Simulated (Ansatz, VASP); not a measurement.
Two plane-wave programs on AlN

File INCAR:

```
  ALGO = Normal
  EDIFF = 1E-6
  ENCUT = 520
  GGA = PS
  ISIF = 2
  ISMEAR = 0
  LASPH = True
  LCHARG = False
  LREAL = False
  LWAVE = False
  NBANDS = 11
  NELM = 100
  PREC = Accurate
  SIGMA = 0.05
```

File KPOINTS:

```
k-points
0
Gamma
  10 10 10
```

The input POSCAR:

```
AlN
1.0
   -0.0606681610      1.9818265923      1.9818265923
    1.9616038720     -0.0404454407      1.9616038720
    2.0222720330      2.0222720330     -0.1011136017
Al N
1 1
Direct
    0.5000000000      0.5000000000      0.5000000000
    0.0000000000      0.0000000000      0.0000000000
```

Input for Ansatz:

```yaml
crystal:
  lattice:
    - [-0.060668161, 1.9818265923, 1.9818265923]
    - [1.961603872, -0.0404454407, 1.961603872]
    - [2.022272033, 2.022272033, -0.1011136017]
  atoms:
    - { symbol: Al, position: [0.5, 0.5, 0.5] }
    - { symbol: "N", position: [0.0, 0.0, 0.0] }
basis:
  ecutwfc: 520.0
kpoints:
  mp_grid: { grid: [10, 10, 10] }
hamiltonian:
  xc: pbesol
  pseudopotentials: { kind: paw, azcp: { folder: soft_1 } }
scf:
  occupations: { method: gaussian, width: 0.05 }
output:
  forces: true
  stress: true
  eigenvalues: true
```

Change from the starting cell: engineering shear strain xz -0.0600, engineering shear strain yz -0.0400.

Alike in both runs: task single point; functional PBEsol; k mesh 10 × 10 × 10; occupations gaussian, width 0.05 eV; no spin polarisation.

```csv
,VASP,Ansatz
version,VASP 6.6.1,Ansatz 0.2.0
potentials or method,"VASP PAW PBE potentials, release 64 (Al, N)","scalar-relativistic, plane waves, PAW"
plane-wave cutoff (eV),520,520
valence electrons in the cell,8,8
```

```tsv
	VASP	Ansatz	Ansatz less VASP
gap on the k mesh at the Fermi level (eV)	3.32	3.33	+0.001
least direct gap on the mesh (eV)	4.97	4.95	-0.018
pressure (GPa)	0.7	0.7	-0.04
largest component of the traceless stress (GPa)	18.76	18.74	-0.016
```

Ansatz warned: «pseudo_functional_mismatch».

Caveats: the PAW data sets were made with another functional, which shifts forces and pressure a little (VASP). A k mesh can miss the band edges.
